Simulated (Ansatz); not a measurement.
## Convergence of a linear-scaling basis for generalised stacking fault on (110) of a KCl-RbCl solid solution (80 atoms)

Aim: test how closely localised support functions follow the reference on generalised stacking fault on (110) of a KCl-RbCl solid solution (80 atoms), and at what cost. A setting counts as converged where the r.m.s. difference of forces stays under 1 % of the r.m.s. force.

Method: Kohn-Sham DFT, PBE, PAW (set soft_2), plane waves, in Ansatz 0.2.0.

Report form: the programs' logs are mostly left out.

## (1) The structure

The cell holds 80 atoms: 13 Rb, 40 Cl and 27 K. Cell: a = 7.339 Å, b = 10.379 Å, c = 26.077 Å, α = 90.0°, β = 87.3°, γ = 90.0°. It derives from KCl and RbCl. CsCl-type KCl lattice (a = 3.6697 Å, the value set for the mixture), cell with z along [110], 2 x 2 x 5 periods; the third cell vector is tilted by 0.333 of [001] and lengthened by 0.1 Å, so the cell holds one fault; displaced by a Gaussian of 0.01 Å; 13 of 40 K sites given to Rb at random (lattice constant by Vegard's rule between KCl and RbCl).

Before any run, some limits are plain. The host structure and its lattice constant were typed by rule, without a check against the phase diagram.

## (2) Plane-wave single point

The first run fixes the reference, at a cutoff of 420 eV.

File input.yaml:

```yaml
crystal:
  lattice:
    - [7.3394, 0.0, 0.0]
    - [0.0, 10.37948, 0.0]
    - [1.22326, 0.0, 26.0487]
  atoms:
    - { symbol: Rb, position: [0.83321, 0.00092, 0.99566] }
    - { symbol: Cl, position: [0.23284, 0.00062, 0.09925] }
    - { symbol: K, position: [0.33459, 0.99894, 0.99608] }
    - { symbol: Cl, position: [0.73479, 0.9991, 0.09992] }
    - { symbol: K, position: [0.83167, 0.49869, 0.99572] }
    - { symbol: Cl, position: [0.23493, 0.49817, 0.09923] }
    - { symbol: K, position: [0.33149, 0.49943, 0.99551] }
    - { symbol: Cl, position: [0.73642, 0.49891, 0.09929] }
[... 68 atom lines left out ...]
    - { symbol: K, position: [0.85165, 0.74971, 0.89558] }
    - { symbol: Cl, position: [0.08304, 0.74949, 0.99572] }
    - { symbol: Rb, position: [0.35222, 0.75033, 0.89632] }
    - { symbol: Cl, position: [0.58634, 0.75161, 0.99571] }
kpoints:
  mp_grid: { grid: [2, 1, 1] }
hamiltonian:
  xc: pbe
scf:
  occupations: { method: gaussian, width: 0.05 }
output:
  forces: true
  stress: true
  populations: intrinsic
  dos:
    method: { smearing: { sigma: 0.08 } }
    de: 0.1
    projected: { site_lists: { Cl: [Cl], K: [K], Rb: [Rb] } }
  eigenvalues: true
  write_density: true
  write_potential: true
  volumetric_format: npy
  elf: true
```

Command:

```bash
> ansatz run input.yaml --threads 4 --pin off --max-ram 8192MiB --backend cpu --events-out ev --progress --plain --runs-dir out
```

Wall time 75 s (4 threads of Arm Neoverse V2, shared host); peak memory 6.6 GiB.

Numbers from this run:

| Quantity | Value |
| --- | --- |
| free energy | -127320.6205 eV |
| free energy per atom | -1591.5078 eV/atom |
| SCF cycles | 7 |
| pressure | 5.313 GPa |
| r.m.s. force component | 0.2044 eV/Å |
| longest force | 1.163 eV/Å |
| Fermi energy | 6.431 eV |
| gap (highest filled to lowest empty level) | 5.538 eV |

The r.m.s. force component of 0.20 eV/Å sets the scale for the differences below.

## (3) Support functions low

With localised support functions most steps grow linearly with size, though the diagonalisation grows faster unless the density matrix is cut; this run measures error and cost at this size. The level low gives here a grid of 30×48×108 points and a radius of 4.36 Å.

This step: Kohn-Sham DFT, PBE, PAW (set soft_2), localised support functions (low) (Ansatz 0.2.0).

input.yaml, the sections that differ from step 2:

```yaml
scf:
  occupations: { method: gaussian, width: 0.05 }
  eigensolver: { kind: { support_functions: { accuracy: low } } }
  mixing: { beta: 0.2 }
  max_iter: 150
output:
  forces: true
  eigenvalues: true
# crystal, kpoints, hamiltonian: as in step 2
```

The job ended after 1.9 min (4 threads; peak memory 3.1 GiB).

The program notes that the band table was not solved further than the SCF left it and it switched symmetry off.

Keys that differ from the reference: support_functions.accuracy = "low", scf.max_iter = 150 and scf.mixing.beta = 0.2.

Forces differ from the reference by 0.21 meV/Å r.m.s., 0.10 % of their size, well within a tolerance of 1 %; the energy by -0.21 meV/atom. It took 1.9 min and 15 cycles; the reference's time can't be set against it, since the two runs asked for unlike analyses.

## (4) Support functions medium

The level medium is asked for. Here it resolves to the same grid and radius as in the run with support functions low, so the basis is not new.

This step: Kohn-Sham DFT, PBE, PAW (set soft_2), localised support functions (medium) (Ansatz 0.2.0).

input.yaml, the sections that differ from step 3:

```yaml
scf:
  occupations: { method: gaussian, width: 0.05 }
  eigensolver: { kind: { support_functions: { accuracy: medium } } }
  mixing: { beta: 0.2 }
  max_iter: 150
# crystal, kpoints, hamiltonian, output: as in step 3
```

Elapsed: 2 min, on 4 threads; peak memory 3.1 GiB; 7.7 min of CPU time.

Keys that differ from the reference: support_functions.accuracy = "medium", scf.max_iter = 150 and scf.mixing.beta = 0.2.

Forces differ from the reference by 0.21 meV/Å r.m.s., 0.10 % of their size, well within a tolerance of 1 %; the energy by -0.21 meV/atom. It took 2 min and 16 cycles; the reference's time can't be set against it, since the two runs asked for unlike analyses.

## (5) Support functions medium, spacing 0.444 Å (grid laid 0.435 Å)

The grid spacing sets how fine a wave the support functions can hold. The typed value is an upper bound: the grid laid has 18×24×60 points, 0.435 Å apart at most.

input.yaml, the sections that differ from step 4:

```yaml
scf:
  occupations: { method: gaussian, width: 0.05 }
  eigensolver: { kind: { support_functions: { accuracy: medium, spacing: 0.444 } } }
  mixing: { beta: 0.2 }
  max_iter: 150
# crystal, kpoints, hamiltonian, output: as in step 4
```

Run time: 64 s. Hardware: 4 threads; peak memory 2 GiB; 3.9 min of CPU time.

The program notes that the forces don't sum to zero within tolerance and the grid leaves an egg-box force.

Forces differ from the reference by 423 meV/Å r.m.s., 207 % of their size, far over a tolerance of 1 %; the energy by -189 meV/atom and the gap by -0.025 eV. The setting is coarser than the default on purpose.

## (6) Support functions medium, spacing 0.37 Å (grid laid 0.362 Å)

The grid spacing sets how fine a wave the support functions can hold. The typed value is an upper bound: the grid laid has 24×30×72 points, 0.362 Å apart at most.

input.yaml, the sections that differ from step 5:

```yaml
scf:
  occupations: { method: gaussian, width: 0.05 }
  eigensolver: { kind: { support_functions: { accuracy: medium, spacing: 0.37 } } }
  mixing: { beta: 0.2 }
  max_iter: 150
# crystal, kpoints, hamiltonian, output: as in step 5
```

Run time: 69 s. Hardware: 4 threads; peak memory 2.2 GiB; 4.2 min of CPU time.

Forces differ from the reference by 41 meV/Å r.m.s., 20 % of their size, far over a tolerance of 1 %; the energy by -18 meV/atom. The setting is coarser than the default on purpose.

## (7) The ladder side by side

Differences are against the plane-wave reference (Kohn-Sham DFT, PBE, PAW (set soft_2), plane waves), whose r.m.s. force component is 0.204 eV/Å. Energies are set beside the reference only for runs with its functional, potentials and electron count. Times are for 4 threads of Arm Neoverse V2, shared host. The reference's time includes the DOS, ELF, the stress and grids, which some other runs skip.

```
                                                          run  Δ force, r.m.s. (meV/Å)  share of r.m.s. force (%)  Δ energy (meV/atom)  Δ gap (eV)  cycles     time  host memory (GiB)
                                                    reference                        -                          -                    -           -       7     75 s                6.6
                                        support functions low                    0.208                      0.102               -0.213      1.0e-4      15  1.9 min                3.1
                                     support functions medium                    0.209                      0.102               -0.213           0      16    2 min                3.1
support functions medium, spacing 0.444 Å (grid laid 0.435 Å)                      423                        207                 -189     -0.0253      16     64 s                2.0
 support functions medium, spacing 0.37 Å (grid laid 0.362 Å)                     40.6                       19.8                -18.2      0.0014      15     69 s                2.2
```

## (8) The reference in detail

With the settings judged, the reference run is read for its physics.

Neighbours are counted within 3.62 Å (Cl-K), 3.62 Å (Cl-Rb).

Length of the force by element and coordination:

```
element  coordination  atoms  mean length of the force (eV/Å)  spread   least    most
     Cl           all     40                            0.316   0.205   0.123    1.16
     Cl             7      8                            0.646   0.236   0.399    1.16
     Cl             8     32                            0.234  0.0671   0.123   0.356
      K           all     27                            0.177   0.248  0.0072   0.724
      K             7      6                            0.636  0.0548   0.546   0.724
      K             8     21                           0.0456  0.0207  0.0072  0.0888
     Rb           all     13                            0.190   0.326  0.0238    1.02
     Rb             7      2                            0.951  0.0731   0.878    1.02
     Rb             8     11                           0.0511  0.0176  0.0238  0.0768
```

Intrinsic-atomic-orbital charges by element and coordination:

```
element  coordination  atoms  mean charge (e)  spread   least    most
     Cl           all     40           -0.774  0.0017  -0.778  -0.771
     Cl             7      8           -0.773   0.002  -0.777  -0.771
     Cl             8     32           -0.774  0.0015  -0.778  -0.771
      K           all     27            0.763  0.0052   0.752   0.771
      K             7      6            0.766  0.0043   0.759   0.771
      K             8     21            0.762   0.005   0.752   0.769
     Rb           all     13            0.798  0.0045   0.789   0.804
     Rb             7      2            0.803  0.0015   0.801   0.804
     Rb             8     11            0.797  0.0042   0.789   0.803
```

Density of states as counts of states in windows of 1 eV (from the Fermi level), total and the larger projections:

```
from (eV)  to (eV)  total   Cl p   K s
      -10       -5    0.0    0.0   0.0
       -5       -4   66.6   61.5   2.3
       -4       -3  137.0  131.4   1.1
       -3       -2   36.4   35.9   0.0
       -2        2    0.0    0.0   0.0
        2        3    1.0    0.0   0.5
        3        4   13.3    0.1   3.6
        4        5   58.0    1.4  11.6
```

The curve was stored every 0.10 eV, coarse against its broadening of 0.08 eV, so these counts are rough.

Between -26 and -10 eV lie 320 more states.

The stored curve holds about 560 of the 640 electrons; the rest, give or take the few that broadening carries across the Fermi level, lie in deeper levels below its range.

The levels nearest the highest filled one (over half full), pooled over k-points and spins:

```
level less the highest filled one (eV)  occupation
                                -0.103           2
                               -0.0812           2
                               -0.0445           2
                               -0.0434           2
                               -0.0184           2
                                     0           2
                                  5.54           0
                                  5.99           0
                                  6.12           0
                                  6.19           0
                                  6.26           0
                                  6.31           0
```

Valence density in the ca plane at fractional y = 0.000, with atoms of Rb and Cl and K within 0.2 Å of it. It is the smooth field of the valence electrons, not physical close to the nuclei.

Values in e/Å³, 11 rows by 16 columns, each cell a mean:
```
3.6 0.7 0.1 0.1 0.5 1.7 1.1 0.1 0.1 0.2 2.9 1.6 0.1 0.1 0.1 1.7
0.9 0.2 0.3 0.3 0.3 1.5 0.7 0.1 0.2 0.2 2.6 1.5 0.1 0.1 0.1 2.7
0.0 0.1 1.1 1.2 0.2 0.2 0.1 0.7 1.1 0.2 0.4 0.2 0.3 0.7 0.2 0.8
0.1 0.1 1.1 1.2 0.2 0.0 0.1 1.0 1.1 0.3 0.0 0.0 0.8 1.3 0.4 0.0
1.1 0.3 0.5 0.6 0.2 0.5 0.2 0.6 1.2 0.2 0.1 0.1 0.7 1.4 0.4 0.0
1.8 0.8 0.1 0.1 0.4 1.8 0.9 0.1 0.2 0.1 1.7 0.9 0.2 0.5 0.1 0.7
1.7 0.6 0.1 0.1 0.4 1.8 1.0 0.1 0.1 0.2 3.2 1.9 0.1 0.1 0.1 2.7
0.3 0.1 0.7 0.8 0.2 0.8 0.4 0.3 0.5 0.1 1.2 0.7 0.1 0.2 0.1 1.9
0.0 0.1 1.1 1.1 0.2 0.1 0.1 1.0 1.3 0.3 0.1 0.1 0.6 1.3 0.3 0.2
0.3 0.1 0.9 1.1 0.2 0.1 0.1 0.9 1.3 0.3 0.0 0.0 0.9 1.1 0.5 0.0
2.7 0.5 0.2 0.2 0.2 1.2 0.5 0.3 0.6 0.1 0.5 0.3 0.4 1.1 0.3 0.2
```
Columns run along c (16.0 Å, from fractional 0.19 to 0.80 of the cell), rows up along a (7.3 Å). Atoms in or near the plane, at fractional coordinates: K at (0.20, 0.97), Cl at (0.30, 0.20), Rb at (0.20, 0.47), Cl at (0.30, 0.70), Rb at (0.40, 0.93), Cl at (0.50, 0.17), Rb at (0.40, 0.43), Cl at (0.50, 0.67), K at (0.60, 0.90), Cl at (0.70, 0.14), K at (0.60, 0.40), Cl at (0.70, 0.63), K at (0.80, 0.87), K at (0.80, 0.37).

Electrostatic potential energy in the ca plane at fractional y = 0.000, with atoms of Rb and Cl and K within 0.2 Å of it. With pseudopotentials it is smooth inside the atoms' cores, unlike the true potential.

Ten even steps from '0' (-67 eV) to '9' (10 eV), each cell a mean:
```
78999999999963235899999999710027999999998643
25899999999975346899999999710017999999998532
02799988999987678999999999841148999999998633
01799854689999999999877999986689999999999865
14899632369999999998534799999999998667999988
78999632369999999997322589999999995334899999
99999854589999999998423589999999984223799999
99999998899998889999756899999999996335899999
99999999999985358999999999987789998778999999
99999999999850005899999999852268999999999876
88999999999840003899999999710027999999998643
57899999999961005899999999710017999999998532
35899998999986558999999999840048999999998633
34799854689999889999878999987789999999999865
46899632379999999998534799999999998667999988
78999632369999999997322589999999995334899999
99999854589999999998423699999999984223799999
99999988899998889999756899999999996335899999
99999999999986568999999999987789998778999999
99999999999974336899999999852268999999999877
```
Columns run along c (16.0 Å, from fractional 0.00 to 0.61 of the cell; values clipped at the 3rd and 97th percentile), rows up along a (7.3 Å). Atoms in or near the plane, at fractional coordinates: Cl at (0.10, 0.23), Cl at (0.10, 0.73), K at (0.20, 0.97), Cl at (0.30, 0.20), Rb at (0.20, 0.47), Cl at (0.30, 0.70), Rb at (0.40, 0.93), Cl at (0.50, 0.17), Rb at (0.40, 0.43), Cl at (0.50, 0.67), K at (0.60, 0.90), K at (0.60, 0.40).

Forces differ by site in this geometry: Cl atoms with 7 neighbours bear 0.65 eV/Å on average, against 0.23 eV/Å for those with 8. Mean intrinsic-atomic-orbital charges: Cl -0.77, K +0.76, Rb +0.80 e.

## (9) Distances and neighbours

Bonds and neighbours are counted at the geometry of the runs.

Density 3.00 g/cm³, 24.80 Å³ an atom.

Pair distribution functions g(r), in bins of 0.2 Å:

```
r (Å)  total  Cl-Cl   Cl-K  Cl-Rb   K-K  K-Rb  Rb-Rb
 2.70   0.26   0.00   0.57   0.39  0.00  0.00   0.00
 2.90   0.00   0.00   0.00   0.00  0.00  0.00   0.00
 3.10   6.75   0.00  13.30  14.00  0.00  0.00   0.00
 3.30   0.67   0.00   1.48   1.02  0.00  0.00   0.00
 3.50   0.00   0.00   0.00   0.00  0.00  0.00   0.00
 3.70   4.10   8.19   0.00   0.00  7.90  8.66   7.60
 3.90   0.25   0.51   0.00   0.00  0.56  0.58   0.00
 4.10   0.12   0.00   0.26   0.18  0.00  0.00   0.00
 4.30   0.00   0.00   0.00   0.00  0.00  0.00   0.00
 4.50   0.20   0.39   0.00   0.00  0.55  0.22   0.47
 4.70   0.00   0.00   0.00   0.00  0.00  0.00   0.00
 4.90   0.00   0.00   0.00   0.00  0.00  0.00   0.00
 5.10   3.06   5.95   0.17   0.12  5.75  6.15   6.65
 5.30   0.97   1.99   0.00   0.00  1.91  2.06   1.37
 5.50   0.13   0.27   0.00   0.00  0.29  0.31   0.00
 5.70   0.00   0.00   0.00   0.00  0.00  0.00   0.00
 5.90   0.46   0.23   0.75   0.52  0.32  0.13   0.28
 6.10   5.75   0.21  11.12  11.65  0.28  0.12   0.24
 6.30   1.76   3.52   0.00   0.00  2.90  4.67   1.39
 6.50   0.04   0.00   0.08   0.07  0.00  0.00   0.00
 6.70   0.23   0.00   0.52   0.34  0.00  0.00   0.00
 6.90   0.00   0.00   0.00   0.00  0.00  0.00   0.00
 7.10   0.10   0.19   0.00   0.00  0.21  0.22   0.00
 7.30   1.27   2.02   0.58   0.40  2.38  1.21   3.83
 7.50   0.14   0.28   0.00   0.00  0.38  0.16   0.33
 7.70   0.06   0.13   0.00   0.00  0.11  0.15   0.00
 7.90   1.94   0.13   3.73   3.77  0.18  0.15   0.00
```

Bonds by pair of elements; cutoffs follow the first minimum of g(r), held within bounds set by covalent radii, and pairs that aren't listed don't count as bonded:

```
pair A-B  cutoff (Å)  bonds  mean length (Å)  spread (Å)  shortest (Å)  B about A  A about B
    Cl-K        3.62    210             3.17       0.071          2.75       5.25       7.78
   Cl-Rb        3.62    102             3.17       0.059          2.75       2.55       7.85
```

How many atoms have how many bonded neighbours:

```
element  mean  7   8
     Cl   7.8  8  32
      K  7.78  6  21
     Rb  7.85  2  11
```

For some of the pairs, g(r) has its first main peak near 3.67 Å (Cl-Cl), 3.18 Å (Cl-K), 3.18 Å (Cl-Rb), 3.67 Å (K-K), 3.67 Å (K-Rb) and 3.68 Å (Rb-Rb). By these cutoffs 80 % of Cl atoms have 8, 78 % of K atoms have 8 and 85 % of Rb atoms have 8 bonded neighbours.

The surroundings of Rb1, which has 7 bonded neighbours where the commonest count for Rb is 8, nearest first, numbered as they follow in the input and with coordinates relative to it.

```
atom      x      y      z  distance (Å)  bonds  intrinsic-atomic-orbital charge (e)     Fx     Fy  Fz (eV/Å)
 Rb1   0.00   0.00   0.00          0.00      7                                 0.80   0.28  -0.03      -0.83
 Cl4  -0.59  -0.02   2.72          2.78      7                                -0.78  -0.09  -0.11       0.85
Cl80  -1.81  -2.59   0.00          3.16      7                                -0.77   0.11  -0.17      -0.40
Cl76  -1.83   2.58   0.01          3.16      7                                -0.78   0.20   0.13      -1.14
Cl62   1.84  -0.01  -2.58          3.17      8                                -0.77   0.05   0.12      -0.17
Cl64  -1.82   0.00  -2.60          3.17      8                                -0.77  -0.02   0.09      -0.14
Cl74   1.85   2.58   0.01          3.17      7                                -0.77   0.24   0.15      -0.58
Cl78   1.83  -2.61   0.00          3.19      7                                -0.77   0.16  -0.14      -0.34
```

The column of bonds counts only the pairs Cl-K within 3.62 Å, Cl-Rb within 3.62 Å; other neighbours, such as metal atoms beside each other in a compound, aren't counted, and periodic images can show an atom twice.

## (10) Results

```json
{
  "free energy per atom": "-1591.5078 eV/atom",
  "density": "3 g/cm³",
  "pressure": "5.313 GPa",
  "r.m.s. force component": "0.2044 eV/Å",
  "gap (highest filled to lowest empty level)": "5.538 eV",
  "wall time of the 5 DFT runs": "7.4 min"
}
```

In words: Against plane waves at 420 eV, the forces differ by 0.21 meV/Å (0.10 %) with support functions medium. At 80 atoms the fastest of the runs at a preset level, support functions low, takes roughly 1.5 times the time of plane waves (whose run also made extra analyses, so the like-for-like ratio is larger), in 15 SCF cycles against 7. Differences between support functions and plane waves include what basis error the plane-wave run still has.

Between filled and empty levels lie 5.54 eV on the run's k-points; the mesh holds the band edges only if they fold onto it, so the gap at this level can be narrower or closed, while semilocal functionals tend to narrow gaps against experiment. Forces differ by site in this geometry: Cl atoms with 7 neighbours bear 0.65 eV/Å on average, against 0.23 eV/Å for those with 8. With the cutoffs above, 80 % of Cl atoms have 8, 78 % of K atoms have 8 and 85 % of Rb atoms have 8 bonded neighbours.

What to keep in mind: The geometry was built by rule, was displaced at random and isn't relaxed at this level: its force components are 0.20 eV/Å r.m.s. The pressure of 5.3 GPa says that the cell would expand at this level of theory.

[Logs are printed without paths, hosts, clocks, repeated set-up lines and the standing remarks that a program may print on its own settings, such as how far it seeks lower states.]

[Hosts, paths, dates, database ids (printed as entryN), source tags and the programs' standing remarks are cut or masked in the printed files.]
